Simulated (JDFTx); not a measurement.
A run of JDFTx 1.7.0 (patched build) is set up as follows.

Contents of SrO.in:

```
lattice \
    0.0000000000     2.5663000000     2.5663000000 \
    2.5663000000     0.0000000000     2.5663000000 \
    2.5663000000     2.5663000000     0.0000000000
latt-scale 1.889726124626 1.889726124626 1.889726124626
coords-type Lattice
ion Sr     0.5000000000     0.5000000000     0.5000000000 1
ion O      0.0000000000     0.0000000000     0.0000000000 1

ion-species pseudo/Sr.upf
ion-species pseudo/O.upf
elec-cutoff 42 336
elec-ex-corr lda-PW
kpoint-folding 7 7 7
elec-smearing Gauss 0.00018374661
elec-n-bands 28
spintype spin-orbit
electronic-SCF nIterations 100 energyDiffThreshold 1e-08
electronic-minimize nIterations 30 energyDiffThreshold 1e-7
converge-empty-states yes
forces-output-coords Cartesian

dump-name run.$VAR
dump End Ecomponents EigStats BandEigs Kpoints Forces Stress ElecDensity Dtot
```

Potentials or basis: PseudoDojo-FR-PBE-0.4-standard with smoothed tails.

The run is started by

```console
$ jdftx -c 1 -i SrO.in -o SrO.out
```

(1) Estimate the band gap on the k mesh.

(2) Predict the pressure.

## Answers

(1) 3.18 eV, indirect (least direct gap 3.24 eV).

(2) -3.4 GPa.

Caveat: the potentials were made for another functional, which shifts forces and pressure; an odd mesh through Γ misses points on the zone boundary, where band edges often lie.
